Q: Here is one crystal of titanium dioxide in the rutile structure, with every atom held in the same place, and the calculated band gap still runs from below 2 eV to above 3 eV. What is changing?

GPAW 26.7.0, PAW DFT without spin polarisation or spin–orbit coupling: rutile TiO2 at one fixed geometry, 4 × 4 × 6 k mesh, Fermi–Dirac smearing of 0.05 eV. Gaps are Kohn–Sham gaps along a path of special k points, for GLLB-SC without the derivative discontinuity. The LDA row includes U = 4 eV on Ti d; the PBE row uses a real-space grid of spacing 0.16 Å.

```
functional                                           potentials  wave cutoff  gap on path (eV)  direct gap on path (eV)
       LDA                 GPAW-PAW-data-sets-(gpaw-data-1.2.1)       800 eV             2.408                    2.415
       PBE                 GPAW-PAW-data-sets-(gpaw-data-1.2.1)          n/a             1.874                    1.874
  BEEF-vdW                 GPAW-PAW-data-sets-(gpaw-data-1.2.1)       800 eV             1.867                    1.867
   GLLB-SC                 GPAW-PAW-data-sets-(gpaw-data-1.2.1)       800 eV             3.052                    3.052
       MS2                 GPAW-PAW-data-sets-(gpaw-data-1.2.1)       800 eV             2.254                    2.254
    PBEint  PAW-data-sets-made-by gpaw-setup-for-the-functional       800 eV             1.855                    1.855
      TPSS                 GPAW-PAW-data-sets-(gpaw-data-1.2.1)       800 eV             1.989                    1.989
        WC  PAW-data-sets-made-by gpaw-setup-for-the-functional       800 eV             1.835                    1.835
     mBEEF                 GPAW-PAW-data-sets-(gpaw-data-1.2.1)       800 eV             2.286                    2.286
optB88-vdW                 GPAW-PAW-data-sets-(gpaw-data-1.2.1)       800 eV             1.850                    1.850
     rSCAN                 GPAW-PAW-data-sets-(gpaw-data-1.2.1)       800 eV             2.188                    2.188
 vdW-DF-cx                 GPAW-PAW-data-sets-(gpaw-data-1.2.1)       800 eV             1.850                    1.850
```

A: Only the description of the electrons changes, so begin with which electrons the gap is about. It separates the highest filled bands, which are mainly oxygen 2p, from the lowest empty ones, which are mainly titanium 3d. That assignment is standard chemistry for this oxide. A functional that shifts both kinds of state equally leaves the gap alone, and one that raises the 3d states more opens it. So for each row, ask whether the functional can tell the two kinds of state apart.

Q: Six rows hardly differ: PBE, PBEint, WC, BEEF-vdW, optB88-vdW and vdW-DF-cx. Can they not tell them apart?

A: They can, but all to nearly the same degree. These are gradient-corrected functionals (GGAs), three of them with an added van der Waals correlation. Each builds one potential from the electron density, and every orbital, filled or empty, feels that same potential. It can still favour oxygen 2p over titanium 3d, since the two sit on different atoms, but changing from one of these GGAs to another hardly alters the balance. Their gaps average 1.855 eV and span only 0.04 eV, and the rows with van der Waals correlation fall among those without it, with no offset visible at that level. All six gaps are also too small against experiment, a well-known failing of GGAs.

Q: Is there a reason for the order inside that group?

A: I would not look for one. PBE was run on a real-space grid and the others in plane waves, PBEint and WC use specially made atomic data sets, and the van der Waals rows use standard sets that were made for other functionals. Without convergence tests, differences of a few hundredths of an eV may come from such settings. The k mesh is coarse as well, but equally so in every row.

Q: Then why do TPSS, rSCAN, MS2 and mBEEF all lie higher?

A: They are meta-GGAs, which also use the kinetic-energy density τ, a measure of how steeply the occupied orbitals vary in space. Let v be the change of the exchange-correlation energy density with τ. The equation for an orbital ψ then gains a term that shifts its energy, to first order, by

shift = ½ ∫ v |∇ψ|² dr

The shift depends on the shape of the orbital itself, so two orbitals in the same region can move by different amounts. Where v is positive, the term raises filled and empty states alike. Titanium 3d and oxygen 2p are both compact and vary steeply, so both shifts are expected to be large and of similar size, and the term opens the gap only if the empty 3d states gain more than the filled 2p states.

Q: Does the table prove that?

A: It shows the wider gaps; the route through the orbital shapes is a possibility, not a result. Using τ also reshapes the part of the potential that all orbitals share. That part acts differently on titanium and on oxygen and may well carry much of the widening, and the gaps alone cannot separate the two effects. Nor can we see which band edge moved, because the functionals share no common zero of energy. There is also an untested detail: GPAW normally runs meta-GGAs on atomic data sets made for PBE, and no row shows what that does to the gap.

Q: Could I predict a meta-GGA gap by adding a fixed step to the GGA value?

A: Only roughly. I fitted one level for the six GGA-type rows and one common step for the four meta-GGAs:

gap = 1.855 eV + 0.324 eV × m

Here m is 0 for a GGA and 1 for a meta-GGA. For TPSS this gives 1.855 + 0.324 = 2.179 eV, while the calculation gave 1.989 eV, so the model is 0.19 eV too high for a row that was part of the fit. The typical miss over the ten rows is 0.07 eV, against 0.175 eV for a single level without the step, but the six nearly equal GGA rows flatter that figure: the four meta-GGA gaps span 0.297 eV, almost as much as the step itself; the printed output below has the details.

Q: What is different about TPSS?

A: The step is not a property of the whole class, because each meta-GGA uses τ in its own way. TPSS stands only 0.13 eV above the GGA average, while the other three stand 0.33 to 0.43 eV above it. TPSS is expected to respond more weakly to τ than the other three and so to stay closer to a GGA, which fits. These runs do not show it, since v itself was not printed.

Q: LDA is simpler than all of these, yet its gap of 2.408 eV is larger than any meta-GGA gap. Does that not spoil the picture?

A: It would if the row were plain LDA, but the run includes a Hubbard correction with U = 4 eV on the titanium d shell. For a d orbital with occupation n, between 0 and 1, the correction adds the energy ½U(n − n²). Its derivative with respect to n is the shift of the orbital:

shift = U(½ − n)

An empty orbital goes up and a full one goes down. This is again a term that tells the two sides of the gap apart, because it acts on titanium d and not on oxygen p.

Q: How large should the effect be?

A: For a completely empty, pure d level, n = 0 and the shift is 4 eV × ½ = 2 eV, which is a ceiling. The row lies 2.408 − 1.855 = 0.553 eV above the GGA average, a little over a quarter of that. The GGA average stands in for the missing plain LDA run, whose gap is known to be similar.

Q: Why so far below the ceiling?

A: Titanium and oxygen share electrons. The d orbitals are therefore not quite empty, the lowest empty band is not pure d, and the filled bands contain some d character that the correction also shifts, though little of it is expected at the very top, which sets the gap. The electron density then readjusts as well. The d occupations were not printed, so I cannot divide the reduction among these causes.

Q: It is also the only row whose direct gap is larger than its smallest gap.

A: Yes, by 7 meV. Rutile has several conduction-band minima at nearly the same energy, so a small change can reorder them. Whether U did so here would take a plain LDA run to decide.

Q: That leaves GLLB-SC at 3.052 eV. I recall a measured optical gap of roughly 3 eV, so is this the best method?

A: That agreement is misleading, because the table lists only part of the GLLB-SC answer. Like a GGA, GLLB-SC gives every orbital the same potential, but it builds that potential from the orbitals and their energies as well as from the density. One term pushes up regions where deep-lying orbitals hold much of the density, so states that sit in different places are shifted differently. Titanium's 3s and 3p shells are very deep and occupy the same region as 3d, so the empty 3d states can be raised against oxygen 2p. That is an argument from the form of the potential; the run did not print the term separately.

Q: And the other part?

A: It is the derivative discontinuity, the jump of the potential when an electron is added across the gap. The same run gives it as 0.726 eV, so the method's estimate for adding and removing an electron is 3.052 + 0.726 = 3.778 eV. That is well above the rough optical value. The measurement also includes electron–hole attraction and lattice vibrations, which are absent here, but in rutile they are expected to account for only part of the difference, so the method probably overshoots.

Q: So what should I check when someone hands me a calculated gap for an oxide like this?

A: Ask which term in the calculation treats the filled and the empty states differently, and whether the number is the method's complete gap. Here the first question uncovers the U behind the name LDA, and the second the missing part of GLLB-SC.

Printed output of the fit:

```
Gap and its excess over the mean of the six GGA-type rows:
         row  gap_eV   excess_eV
         LDA   2.408      0.5528
         PBE   1.874     0.01883
    BEEF-vdW   1.867     0.01183
     GLLB-SC   3.052       1.197
         MS2   2.254      0.3988
      PBEint   1.855  -0.0001667
        TPSS   1.989      0.1338
          WC   1.835    -0.02017
       mBEEF   2.286      0.4308
  optB88-vdW    1.85   -0.005167
       rSCAN   2.188      0.3328
   vdW-DF-cx    1.85   -0.005167
Mean gap of the six GGA-type rows, eV: 1.855
Spread of the GGA-type gaps, highest less lowest, eV: 0.039
Mean gap of the four meta-GGA rows, eV: 2.179
Spread of the meta-GGA gaps, highest less lowest, eV: 0.297
Mean of GGA-type rows with van der Waals correlation less mean of those without, eV: 0.001
TPSS less PBE, eV: 0.115
mBEEF less BEEF-vdW, eV: 0.419
fit of gap_on_path on 10 rows (plain): constant 1.855 +/- 0.034, coefficient of meta 0.3241 +/- 0.053; rms 0.0736, worst TPSS 0.19, leave-one-out rms 0.098
  rows outside the fit (model, value, miss): LDA 1.855, 2.408, -0.553; GLLB-SC 1.855, 3.052, -1.2
Rms miss of one common level for the same ten rows, eV: 0.175
First-order ceiling U/2 for the rise of an empty pure d level, eV: 2
Excess of the LDA+U row over the GGA mean as a share of U/2, percent: 27.64
Direct less smallest gap in the LDA+U row, meV: 7
GLLB-SC gap with its derivative discontinuity added, eV: 3.778
```
